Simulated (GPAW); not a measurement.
Runs of GPAW 26.7.0 on Mg. Symmetry: P6_3/mmc, No. 194, hexagonal system. Conventional cell: a = 3.209 Å, b = 3.209 Å, c = 5.210 Å, α = 90.00°, β = 90.00°, γ = 120.00°. Mg (site symmetry -6m2) has 12 Mg at 3.20 to 3.21 Å as nearest neighbours. 

```csv
task,level,potentials or basis,cell,k mesh,smearing,band path,band points,older calculator (legacy_gpaw),optimizer,fmax,gap on the mesh (eV),pressure (GPa),relaxed volume (Å³/atom)
band structure,LDA,"the program's PAW data sets (release 1.2.1) made for this functional, pw",as given,7 × 7 × 4,fermi-dirac 0.05 eV,"GMKGALHA,LM,KH",80,-,-,-,-,-2.3,-
single point,PBE,"GPAW PAW data sets (gpaw-data 1.2.1), pw",as given,10 × 10 × 5,gaussian 0.027 eV,-,-,-,-,-,none,-0.5,-
single point,LDA,"the program's PAW data sets (release 1.2.1) made for this functional, pw",as given,10 × 10 × 5,fermi-dirac 0.05 eV,-,-,-,-,-,none,(b),-
single point,optB88-vdW,"GPAW PAW data sets (gpaw-data 1.2.1), pw",as given,10 × 10 × 5,fermi-dirac 0.05 eV,-,-,yes,-,-,none,-,-
band structure,PBEsol,"PAW data sets generated in the run's folder for this functional, pw",as given,10 × 10 × 5,fermi-dirac 0.05 eV,"GMKGALHA,LM,KH",60,-,-,-,-,-1.1,-
single point,PBE,"GPAW PAW data sets (gpaw-data 1.2.1), pw",as given,10 × 10 × 5,gaussian 0.016 eV,-,-,-,-,-,none,-0.5,-
relaxation of cell and atoms,r2SCAN+D3(BJ),"GPAW PAW data sets (gpaw-data 1.2.1), pw",relaxed,7 × 7 × 4,fermi-dirac 0.05 eV,-,-,-,FIRE,0.05 eV/Å,none,0.1,(a)
relaxation of cell and atoms,PBE+D3,"GPAW PAW data sets (gpaw-data 1.2.1), pw",relaxed,7 × 7 × 4,fermi-dirac 0.05 eV,-,-,-,BFGS,0.02 eV/Å,none,0.0,22.27
relaxation of cell and atoms,revPBE+D4,"the program's PAW data sets (release 1.2.1) made for this functional, pw",relaxed,10 × 10 × 5,fermi-dirac 0.05 eV,-,-,-,BFGS,0.01 eV/Å,none,0.1,23.25
single point,PBE,"GPAW PAW data sets (gpaw-data 1.2.1), pw",as given,10 × 10 × 5,gaussian 0.013 eV,-,-,-,-,-,none,-0.5,-
single point,PBE,"GPAW PAW data sets (gpaw-data 1.2.1), pw",as given,10 × 10 × 5,gaussian 0.05 eV,-,-,-,-,-,none,-0.5,-
single point,r2SCAN,"GPAW PAW data sets (gpaw-data 1.2.1), pw",as given,10 × 10 × 5,fermi-dirac 0.05 eV,-,-,-,-,-,none,-0.9,-
```

Alike in all rows: no spin polarisation; cutoff (eV) 800.

Question: Fill in the values left out.

Answer: (a) 22.26; (b) -2.4.

Caveats: the PAW data sets were made with another functional, which shifts forces and pressure a little (some runs); later steps reuse the first step's grids (some runs); pairwise dispersion overbinds metals, which lowers pressure and volume (some runs).

A k mesh can miss the band edges.

A gap of «none» marks a metal or a gap under the smearing width.

Not every run made on this cell is shown here.
